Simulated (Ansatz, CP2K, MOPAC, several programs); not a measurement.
Energy against volume for SnO₂ (I4_1/amd) from a database of computed structures, at fixed shape and fractional coordinates, computed by several methods (PBE and r2SCAN, where shown, with plane waves in Ansatz); the cell shown is that of r2SCAN. With free coordinates or axes held, a curve is too stiff, and on another method's shape its minimum isn't the method's own volume. Space group I4_1/amd (No. 141), tetragonal; conventional cell a = 3.999 Å, c = 10.203 Å, 13.60 Å³ an atom. Sn is surrounded by 6 O at 2.05–2.08 Å; O is surrounded by 3 Sn at 2.05–2.08 Å. Spin-unpolarised throughout; all numbers are computed. Energies count from each curve's lowest point; fits are third-order Birch-Murnaghan.

```cif
data_structure
_symmetry_space_group_name_H-M 'I4_1/amd:1'
_symmetry_Int_Tables_number 141
_cell_length_a 3.9993
_cell_length_b 3.9993
_cell_length_c 10.2025
_cell_angle_alpha 90.000
_cell_angle_beta 90.000
_cell_angle_gamma 90.000
_cell_volume 163.18
loop_
_atom_site_label
_atom_site_type_symbol
_atom_site_symmetry_multiplicity
_atom_site_Wyckoff_symbol
_atom_site_fract_x
_atom_site_fract_y
_atom_site_fract_z
_atom_site_occupancy
Sn1 Sn 4 a 0.00000 0.50000 0.25000 1
O1 O 8 e 0.50000 0.50000 0.29634 1
```

**Question.** PM7 (MOPAC), on the shape of the cell shown, as a cluster of 108 atoms at the zone centre, gives
```
V (Å³/atom)  E (meV/atom)
     11.967         17.58
     12.783          0.00
     13.598         66.46
     14.414        180.03
     15.230        316.49
```
What equilibrium volume and bulk modulus follow?

**Answer.** V₀ = 12.49 Å³ an atom and B₀ = 301 GPa.

PBE, on the shape of its own relaxed cell:
```
V (Å³/atom)  E (meV/atom)
     13.330         28.52
     13.755          6.74
     14.180          0.00
     14.606          5.87
     15.031         22.30
```
V₀ = 14.18 Å³ an atom and B₀ = 158 GPa.

light PBE (260 eV, its own mesh), on the shape of the cell shown:
```csv
V (Å³/atom),E (meV/atom)
12.511,139.07
13.054,64.73
13.598,21.37
14.142,3.30
14.686,0.00
15.230,39.27
```
The points scatter about a smooth fit, as a low cutoff and a light mesh can make them, so no fit is quoted.

PBE/SZV (CP2K), on the shape of the cell shown:
```tsv
V (Å³/atom)	E (meV/atom)
11.967	435.09
12.783	222.68
13.598	93.15
14.414	24.69
15.230	0.00
```
The lowest point is an end point, so the minimum isn't bracketed.

**Question.** r2SCAN, on the shape of its own relaxed cell, gives

| V (Å³/atom) | E (meV/atom) |
| --- | --- |
| 12.783 | 32.44 |
| 13.190 | 7.66 |
| 13.598 | 0.00 |
| 14.006 | 6.77 |
| 14.414 | 25.68 |

What equilibrium volume and bulk modulus follow?

**Answer.** V₀ = 13.60 Å³ an atom and B₀ = 188 GPa.
